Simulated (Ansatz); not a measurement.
## C: rattling a relaxed structure

The cell was found from a structure generator's guess, not taken from experiment.

These are results of Ansatz, DFT PBE, scalar-relativistic, plane waves, PAW, not measurements. Settings: cutoff 420 eV, Γ-centred mesh 20×20×18 on the computed 3-atom cell, Gaussian smearing of 0.10 eV; no spin polarisation.

The cell below (3 atoms, space group Cmmm (No. 65)) is relaxed within its symmetry.

```cif
data_structure
_symmetry_space_group_name_H-M 'P 1'
_symmetry_Int_Tables_number 1
_cell_length_a 3.2752
_cell_length_b 3.2752
_cell_length_c 2.4702
_cell_angle_alpha 90.000
_cell_angle_beta 90.000
_cell_angle_gamma 135.610
_cell_volume 18.54
loop_
_atom_site_label
_atom_site_type_symbol
_atom_site_fract_x
_atom_site_fract_y
_atom_site_fract_z
_atom_site_occupancy
C1 C 0.68154 0.31846 0.50000 1
C2 C 0.31846 0.68154 0.50000 1
C3 C 0.50000 0.50000 0.00000 1
```

For the test a repeat of it with 6 atoms (edges 2.47, 3.28, 4.79 Å) was strained at random (σ = 1.5 % a component), the atoms were moved at random (σ = 0.15 Å), and all was relaxed again on a coarse 8×8×6 mesh (in the run’s order of axes) with 0.20 eV smearing, with no symmetry imposed.

Q: What happens?

A: It doesn't return. The energy falls by 1027 meV/atom on that mesh, the volume changes by 3.1 %, and the end has space group C2/m (No. 12) at a loose tolerance. Relaxed again on a 12×12×16 mesh with 0.10 eV smearing, the new structure lies 1025 meV/atom below the first (mesh in the axes of the run's cell; the cell below is made exact in the group named). Space group C2/m (No. 12), monoclinic, a = 3.761 Å, b = 9.139 Å, c = 2.605 Å, β = 121.4°. C on a site of symmetry 1 has 4 C at 1.52–1.63 Å; C on a site of symmetry 2 has 1 C at 1.34 Å and 2 C at 1.52 Å.

```
C
1.0
     1.88037   -4.56957    0.00000
     1.88037    4.56957    0.00000
    -1.35661    0.00000    2.22397
C
6
Direct
  0.68440 0.03262 0.13377
  0.57321 0.42679 0.00000
  0.42679 0.57321 0.00000
  0.31560 0.96738 0.86623
  0.96738 0.31560 0.86623
  0.03262 0.68440 0.13377
```
